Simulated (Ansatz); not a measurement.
Crystal: Nb.

```xyz
1
Lattice="-1.6640 1.6640 1.6640 1.6640 -1.6640 1.6640 1.6640 1.6640 -1.6640" Properties=species:S:1:pos:R:3 pbc="T T T"
Nb    0.0000    0.0000    0.0000
```

- Program: Ansatz 0.2.0
- Task: single point
- Functional: PBEsol
- Potentials or basis: Ansatz PAW
- Cutoff: 420 eV (not typed: the program's choice for these potentials)
- k mesh: 11 × 11 × 11
- Occupations: fermi-dirac, width 0.05 eV
- Spin: no spin polarisation

On this cell: pressure -7.8 GPa; band gap on the k mesh none (metal or under the smearing width).

The same run follows on a disturbed copy (cell strained at random at fixed volume):

```xyz
1
Lattice="-1.6548 1.6619 1.6631 1.6119 -1.6698 1.6281 1.7028 1.7178 -1.6710" Properties=species:S:1:pos:R:3 pbc="T T T"
Nb    0.0014    0.0170   -0.0261
```

What does the disturbed cell give?

The energy (extrapolated to zero smearing) moves by +3.3 meV/atom; pressure -7.9 GPa; band gap on the k mesh none (metal or under the smearing width).

Stress tensor (GPa, compression positive):
```
-7.49 -0.62  0.36
-0.62 -9.34  0.20
 0.36  0.20 -6.84
```

Caveats: the PAW data sets come from PBE, with cores solved anew for the run's functional, which leaves a small shift of forces and pressure.
